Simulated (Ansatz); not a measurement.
Ga₂O₃ under strain — quadrupolar parameters

The cell is a structure deposited in the COD, relaxed with PBE at fixed cell and then changed (z stretched by 3 %, ions relaxed).

```
Ga O
1.0
     6.10700   -1.51855    0.00000
     6.10700    1.51855    0.00000
    -1.38599    0.00000    5.79891
Ga O
4 6
Direct
  0.09426 0.09426 0.80124
  0.90574 0.90574 0.19876
  0.65813 0.65813 0.31635
  0.34187 0.34187 0.68365
  0.16747 0.16747 0.11186
  0.83253 0.83253 0.88814
  0.17243 0.17243 0.56199
  0.82757 0.82757 0.43801
  0.49436 0.49436 0.25236
  0.50564 0.50564 0.74764
```

Sites (sets of like atoms) are named by element and the number of their first atom in this list.

Method: Kohn–Sham DFT in Ansatz, PBE, plane waves and PAW, scalar-relativistic, 420 eV cutoff, Γ-centred 10×10×6 k-points, Fermi–Dirac smearing 0.02 eV.

V_zz is the principal component of the electric field gradient with the largest magnitude, η = (V_xx − V_yy)/V_zz and C_Q = eQV_zz/h.

71Ga: I = 3/2, Q = 107.0 mb; 17O: I = 5/2, Q = -25.58 mb. Quadrupole moments are those of Pyykkö's year-2017 table.

(1) What field gradients does the calculation give at each kind of site?

Results:

(1) 

```csv
site,atoms (order as listed),first shell,V_zz (10²¹ V/m²),η,C_Q (MHz)
Ga1,"1, 2",4 O at 1.85–1.89 Å,4.17,0.74,10.8
Ga3,"3, 4",6 O at 1.95–2.09 Å,2.18,0.35,5.64
O5,"5, 6",3 Ga at 1.86–1.97 Å; also 2 Ga at 3.22 Å,-8.51,0.57,5.26
O7,"7, 8",4 Ga at 1.89–2.09 Å,4.38,0.17,-2.71
O9,"9, 10",3 Ga at 1.85–1.95 Å,-11.22,0.12,6.94
```

At O5 and O9 V_zz stands upright on the plane through its three neighbours (within 2°) in each case. At O7 V_zz points along its shortest bond, to Ga (within 11°).

The relaxation (7 steps) took 45 s of wall time (2.9 min of CPU time) and 1.1 GiB at its peak, on 4 threads of AMD EPYC 9R14 (Zen 4) (x86_64; 16 cores open to the job, memory cap 8.0 GiB, no GPU), a shared host with a load of 0.3 a core.
